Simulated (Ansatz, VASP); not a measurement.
Given: the input of a run of VASP 6.6.1 on CdS.

Contents of INCAR:

```
SYSTEM = CdS
PREC     = Accurate       ! precision mode
ENCUT    = 520            ! plane-wave cutoff, eV
EDIFF    = 1E-6           ! SCF threshold, eV
ISMEAR   = 0              ! smearing method
SIGMA    = 0.011          ! smearing width, eV
LREAL    = .FALSE.        ! projectors in reciprocal space
LASPH    = .TRUE.         ! aspherical terms in the spheres
NELM     = 80             ! most SCF steps
ALGO     = Normal         ! electronic algorithm
ISIF     = 2              ! what is computed and relaxed
LWAVE    = .FALSE.        ! write WAVECAR
LCHARG   = .TRUE.         ! write CHGCAR
GGA      = PE             ! functional
LELF     = .TRUE.         ! ELF
LVHAR    = .TRUE.       
NBANDS   = 16             ! bands
```

The input KPOINTS:

```
Automatic mesh
0
G
  8 8 8
  0 0 0
```

The input POSCAR:

```
CdS
1.0
    0.0000000000      2.7532440000      2.7532440000
    2.7532440000      0.0000000000      2.7532440000
    2.7532440000      2.7532440000      0.0000000000
Cd S
1 1
Direct
    0.0000000000      0.0000000000      0.0000000000
    0.5000000000      0.5000000000      0.5000000000
```

Potentials or basis: VASP PAW PBE potentials, release 64 (Cd, S).

Run with:

```console
$ cat potpaw_PBE.64/Cd/POTCAR potpaw_PBE.64/S/POTCAR > POTCAR
$ mpirun -np 1 vasp_std > vasp.out
```

Question: Translate it to Ansatz 0.2.0. Potentials there: Ansatz PAW.

Answer: As run (the cutoff follows the program's own potentials):

File input.yaml:

```yaml
crystal:
  lattice:
    - [0.0, 2.753244, 2.753244]
    - [2.753244, 0.0, 2.753244]
    - [2.753244, 2.753244, 0.0]
  atoms:
    - { symbol: Cd, position: [0.0, 0.0, 0.0] }
    - { symbol: S, position: [0.5, 0.5, 0.5] }
hamiltonian:
  xc: pbe
  pseudopotentials: { kind: paw }
kpoints:
  mp_grid: { grid: [8, 8, 8] }
scf:
  occupations: { method: gaussian, width: 0.011 }
output:
  forces: true
  stress: true
  eigenvalues: true
```

Potentials or basis: Ansatz PAW.

Launch:

```sh
$ ansatz run input.yaml --threads 2 --pin off --max-ram 5632MiB --backend cpu --events-out ev --progress --plain --runs-dir out
```

Both were run:

|  | VASP | Ansatz | Ansatz less VASP |
| --- | --- | --- | --- |
| gap on the k mesh at the Fermi level (eV) | 0.25 | 0.26 | +0.007 |
| least direct gap on the mesh (eV) | 1.53 | 1.55 | +0.024 |
| pressure (GPa) | -0.1 | -0.4 | -0.36 |

The two sets of potentials don't hold the same shells in valence.
